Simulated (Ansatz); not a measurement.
Zinc-blende ZnTe was calculated with LDA (Ansatz, an electronic-structure program, PAW).

Settings: plane-wave cutoff 520 eV, 10×10×10 k mesh, scalar-relativistic PAW data made under PBE.

Computed at the level's own relaxed cell.

Elastic tensor (GPa, Voigt notation, ions relaxed):

```
   78.1    44.2    44.2     0.0     0.0     0.0
   44.2    78.1    44.2     0.0     0.0     0.0
   44.2    44.2    78.1     0.0     0.0     0.0
    0.0     0.0     0.0    35.2     0.0     0.0
    0.0     0.0     0.0     0.0    35.2     0.0
    0.0     0.0     0.0     0.0     0.0    35.2
```

### Question
Work out the Voigt, Reuss and Hill averages of the bulk and shear moduli, Young's modulus and Poisson's ratio from the printed constants.

### Answer
K_V = [C11 + C22 + C33 + 2(C12 + C13 + C23)]/9 = [234.3 + 2 × 132.6]/9 = 55.5 GPa. G_V = [234.3 − 132.6 + 3 × 105.6]/15 = 27.9 GPa. From the compliances S = C⁻¹, K_R = 55.5 and G_R = 24.6 GPa. Hill means: K = 55.5, G = 26.2 GPa. E = 9KG/(3K + G) = 68 GPa, ν = (3K − 2G)/(6K + 2G) = 0.30, K/G = 2.12.

Measured, for comparison: elastic constant C11 71.1 GPa, elastic constant C12 40.7 GPa, elastic constant C44 31.3 GPa (temperature not stated, no zero-point or thermal correction; as tabulated in Oses et al. (2018), arXiv:1811.08464). Computed (rounded) less measured: elastic constant C11 +10 %, elastic constant C12 +9 %, elastic constant C44 +12 %. A static lattice is as a rule a little smaller and stiffer than an uncorrected measurement, which narrows the difference in the elastic constant C11, elastic constant C12 and would widen misses of the other sign.

The computed numbers hold no vibrational or temperature effects.
